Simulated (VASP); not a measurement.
## Sr: equation of state with PBEsol

Sr:

```
Sr
1.0
     0.00000    2.95991    2.95991
     2.95991    0.00000    2.95991
     2.95991    2.95991    0.00000
Sr
1
Direct
  0.00000 0.00000 0.00000
```

| Property | Result |
| --- | --- |
| Program | VASP 6.6.1 |
| Task | equation of state |
| Functional | PBEsol |
| Potentials or basis | VASP PAW PBE potentials, release 64 (Sr_sv) |
| Cutoff | 520 eV |
| k mesh | 8 × 8 × 8 |
| Occupations | fermi-dirac, width 0.05 eV |
| Spin | no spin polarisation |

```yaml
Equilibrium_volume: 51.91 Å³/atom
Bulk_modulus: 12.5 GPa
Pressure_derivative_of_the_bulk_modulus: "3.5 (rough: it moves with the points fitted)"
```

Energy against volume, from the lowest point:
| volume (Å³/atom) | energy (meV/atom) |
| --- | --- |
| 49.790 | 3.59 |
| 50.827 | 0.90 |
| 51.864 | 0.00 |
| 52.901 | 0.72 |
| 53.939 | 2.93 |

All runs of the series together: 36 s on 1 thread of Intel(R) Xeon(R) Platinum 8488C (Sapphire Rapids) (shared host).

Caveat: the PAW data sets were made with another functional, which shifts forces and pressure a little.
